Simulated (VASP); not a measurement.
Here is a VASP 6.6.1 calculation.

File INCAR:

```
SYSTEM = NaI
PREC = Accurate
ENCUT = 520
EDIFF = 1E-6
ISMEAR = 0
SIGMA = 0.03
LREAL = .FALSE.
LASPH = .TRUE.
NELM = 80
ALGO = Normal
ISIF = 2
LWAVE = .FALSE.
LCHARG = .FALSE.
GGA = PE
LOPTICS = .TRUE.
NBANDS = 31
NEDOS = 2000
CSHIFT = 0.1
```

KPOINTS

```
Automatic mesh
0
G
  8 8 8
  0 0 0
```

File POSCAR:

```
NaI                                     
1.0
    0.0000000000      3.2045523285      3.2045523285
    3.2045523285      0.0000000000      3.2045523285
    3.2045523285      3.2045523285      0.0000000000
  Na              I             
     1     1
Direct
     1.0000000000000000    1.0000000000000000    0.0000000000000000
     0.5000000000000000    0.5000000000000000    0.5000000000000000
```

Potentials or basis: VASP PAW PBE potentials, release 64 (Na_pv, I).

Command:

```console
$ cat potpaw_PBE.64/Na_pv/POTCAR potpaw_PBE.64/I/POTCAR > POTCAR
$ mpirun -np 1 vasp_std > vasp.out
```

Question: What does it give for the pressure?

Answer: 1.0 GPa.

Question: What does it give for the band gap on the k mesh?

Answer: 3.72 eV, direct.

Dielectric function (mean over the directions given):
```tsv
energy (eV)	real part	imaginary part
0.27	3.76	0.00
0.92	3.81	0.01
1.56	3.91	0.02
2.29	4.13	0.04
2.93	4.45	0.07
3.66	5.19	0.36
4.30	5.86	1.47
4.94	7.28	1.63
5.68	7.93	4.75
6.32	3.07	6.53
7.05	1.20	6.43
7.69	-0.61	5.08
8.33	-1.35	4.71
9.06	-1.88	3.02
9.70	-1.63	2.26
10.43	-1.16	1.41
11.08	-0.94	1.03
11.81	-0.34	0.61
12.45	-0.17	0.56
13.09	-0.18	0.56
13.82	0.02	0.56
14.46	0.14	0.56
15.19	0.06	0.47
15.84	0.21	0.36
16.48	0.24	0.40
17.21	0.25	0.25
17.85	0.30	0.27
18.58	0.30	0.18
19.22	0.44	0.13
19.95	0.45	0.15
```

Caveat: spectra need much finer meshes, so this one isn't converged; independent-particle spectra lack excitons; spin-orbit coupling is left out, which moves the levels of the heavy elements. Expect the measured gap to be larger: semilocal functionals such as PBE lack the derivative discontinuity.
